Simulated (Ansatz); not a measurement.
We consider tetradymite Sb2Te3, described by r²SCAN+rVV10 (Ansatz, an electronic-structure program, plane waves, PAW).

Numerical settings: plane-wave cutoff 500 eV, 10×10×10 k mesh, Fermi–Dirac smearing 0.05 eV, scalar-relativistic PAW data made under PBE.

Computed at the level's own relaxed cell.

Problem. Give the computed volume per atom, lattice parameter a and lattice parameter c.

Solution. 
- volume per atom = 32.80 Å³/atom
- lattice parameter a = 4.286 Å
- lattice parameter c = 30.918 Å

Measured, for comparison: lattice constant a 4.264 Å (302 K, no zero-point or thermal correction, our sources range from 4.256 to 4.264; as tabulated in Anderson, Krause, Acta Cryst. B 30, 1307 (1974), by the American Mineralogist …); lattice parameter c 30.458 Å (302 K, no zero-point or thermal correction, our sources range from 30.363 to 30.458; as tabulated in Anderson, Krause, Acta Cryst. B 30, 1307 (1974), by the American Mineralogist …). Computed (rounded) less measured: lattice constant a +0.5 % (+0.5 % to +0.7 % over the range), lattice parameter c +1.5 % (+1.5 % to +1.8 % over the range).

Spin–orbit coupling is not included.

Computing time: around 10 core-minutes (rough).
